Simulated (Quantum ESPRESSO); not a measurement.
# HfN in Quantum ESPRESSO: the effect of functional

Crystal: HfN.

```
Hf N
1.0
     0.00000    2.25600    2.25600
     2.25600    0.00000    2.25600
     2.25600    2.25600    0.00000
Hf N
1 1
Direct
  0.00000 0.00000 0.00000
  0.50000 0.50000 0.50000
```

Alike in all runs:

| Item | Value |
| --- | --- |
| Program | Quantum ESPRESSO 7.5 |
| Task | phonon dispersion |
| Cutoff | 612 eV |
| Density cutoff | 4898 eV |
| k mesh | 10 × 10 × 10 |
| Occupations | cold, width 0.2 eV |
| Spin | no spin polarisation |

Each run relaxes the cell or the atoms first.

Question: One run gave: relaxed volume 11.37 Å³/atom; highest phonon frequency 534 cm⁻¹. Which functional did it use?
A. PBEsol
B. LDA
C. PBE

Answer: A.

```csv
functional,potentials or basis,relaxed volume (Å³/atom),highest phonon frequency (cm⁻¹)
LDA,GBRV 1.5 LDA,11.13,548
PBE,GBRV 1.5 PBE,11.71,511
PBEsol,GBRV 1.5 PBEsol,11.37,534
```
